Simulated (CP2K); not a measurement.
The system is CuO.

```
Cu O
1.0
     3.28802    0.00000    0.00000
    -1.64401    2.84751    0.00000
     0.00000    0.00000    5.38502
Cu O
2 2
Direct
  0.66667 0.33333 0.00000
  0.33333 0.66667 0.50000
  0.66667 0.33333 0.62520
  0.33333 0.66667 0.12520
```

Measurements of this composition are mostly on another form, of space group No. 15.

Base run:

| Item | Value |
| --- | --- |
| Program | CP2K 2026.2 |
| Functional | RPBE |
| Potentials or basis | POTENTIAL_UZH Cu GTH-PBE-q11, O GTH-PBE-q6; TZVP-MOLOPT-PBE-GTH basis |
| Density cutoff | 11565 eV |
| k mesh | 9 × 9 × 5 |
| Occupations | fermi-dirac, width 0.05 eV |
| Spin | no spin polarisation |

Its results: band gap on the k mesh none (metal or under the smearing width); pressure -4.0 GPa; largest force 0.083 eV/Å.

Q: After a change of settings the same cell gave: band gap on the k mesh none (metal or under the smearing width); pressure -13.0 GPa; largest force 0.113 eV/Å. Which change was it?
A. functional from RPBE to LDA
B. functional from RPBE to TASK
C. functional from RPBE to PBE

A: B.

Caveats: the potentials were made for another functional, which shifts forces and pressure; the basis of atomic orbitals isn't converged, which shifts pressures, moduli and gaps; the run has no spin polarisation, though such a crystal can be magnetic; semilocal functionals often make such compounds metallic where correlation or magnetic order opens a gap, which also shifts bond lengths.
